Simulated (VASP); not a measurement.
Here is a VASP 6.6.1 calculation.

The input INCAR:

```
  PREC = Accurate
  ENCUT = 550
  EDIFF = 1E-7
  ISMEAR = 0
  SIGMA = 0.02
  LREAL = F
  LASPH = T
  NELM = 60
  ALGO = Normal
  ISIF = 2
  LWAVE = F
  LCHARG = F
  GGA = CA
  NBANDS = 6
```

KPOINTS

```
Automatic mesh
0
Gamma
  11 11 11
```

POSCAR

```
Li
3.0391
   -0.577358428482      0.577358428482      0.577358428482
    0.577358428482     -0.577358428482      0.577358428482
    0.577358428482      0.577358428482     -0.577358428482
Li
1
Direct
    0.0000000000      0.0000000000      0.0000000000
```

Potentials or basis: VASP PAW LDA potentials, release 64 (Li_GW).

The run is started by

```bash
$ cat potpaw_LDA.64/Li_GW/POTCAR > POTCAR
$ mpirun -np 1 vasp_std > vasp.out
```

Q: Estimate the band gap on the k mesh.

A: None (metal or under the smearing width).

Q: Estimate the pressure.

A: -1.6 GPa.
